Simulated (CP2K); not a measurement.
## PbF2 (Fluorocronite): equation of state with LDA

PbF2 (Fluorocronite):

```xyz
3
Lattice="4.1912 0.0000 0.0000 2.0956 3.6297 0.0000 2.0956 1.2099 3.4221" Properties=species:S:1:pos:R:3 pbc="T T T"
Pb    0.0000    0.0000    0.0000
F     6.2869    3.6297    2.5666
F     2.0956    1.2099    0.8555
```

```json
{
  "Program": "CP2K 2026.2",
  "Task": "equation of state",
  "Functional": "LDA",
  "Potentials or basis": "GTH_POTENTIALS Pb GTH-PADE-q4, F GTH-PADE-q7; TZVP-MOLOPT-PBE-GTH basis",
  "Density cutoff": "10204 eV",
  "k mesh": "8 × 8 × 8",
  "Occupations": "fermi-dirac, width 0.05 eV",
  "Spin": "no spin polarisation"
}
```

```yaml
Equilibrium_volume: "16.21 Å³/atom (rough: see the caveat)"
Bulk_modulus: 85 GPa (rough)
```

Energy against volume, from the lowest point:
| volume (Å³/atom) | energy (meV/atom) |
| --- | --- |
| 16.313 | 0.00 |
| 16.660 | 2.91 |
| 17.007 | 9.18 |
| 17.354 | 18.42 |
| 17.701 | 30.29 |
| 18.048 | 44.50 |
| 18.395 | 60.76 |

All runs of the series together: 100 s on 1 thread of Arm Neoverse V2 (shared host).

Caveat: the minimum lies outside the volumes run; the basis of atomic orbitals isn't converged, which shifts pressures, moduli and gaps. The run has no spin-orbit coupling, so splittings on Pb are missing.
